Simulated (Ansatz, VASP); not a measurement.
SiC in VASP and in Ansatz

```xyz
2
Lattice="0.0000 2.1784 2.1784 2.1784 0.0000 2.1784 2.1784 2.1784 0.0000" Properties=species:S:1:pos:R:3 pbc="T T T"
Si    0.0205    0.0000    0.0103
C     3.2196    3.2676    3.2436
```

Change from the starting cell: mode 4 frozen in at -0.048 Å and mode 5 at -0.024 Å (largest displacements).

Alike in both runs: task single point; functional PBEsol; k mesh 10 × 10 × 10; occupations gaussian, width 0.05 eV; no spin polarisation.

|  | VASP | Ansatz |
| --- | --- | --- |
| version | VASP 6.6.1 | Ansatz 0.2.0 |
| potentials or method | VASP PAW PBE potentials, release 64 (Si, C) | scalar-relativistic, plane waves, PAW |
| plane-wave cutoff (eV) | 520 | 520 |
| valence electrons in the cell | 8 | 8 |

|  | VASP | Ansatz | Ansatz less VASP |
| --- | --- | --- | --- |
| gap on the k mesh at the Fermi level (eV) | 0.87 | 0.88 | +0.009 |
| least direct gap on the mesh (eV) | 4.27 | 4.29 | +0.013 |
| pressure (GPa) | 1.1 | 0.7 | -0.35 |
| largest component of the traceless stress (GPa) | 4.61 | 4.55 | -0.059 |
| rms of the force components (eV/Å) | 0.855 | 0.852 | -0.0028 |

Atom by atom the forces differ by 0.003 eV/Å (rms over components). With one functional, cell and mesh, what is left measures potentials, basis and numerics. Ansatz warned: «pseudo_functional_mismatch».

Caveats: the PAW data sets were made with another functional, which shifts forces and pressure a little (VASP). A k mesh can miss the band edges.
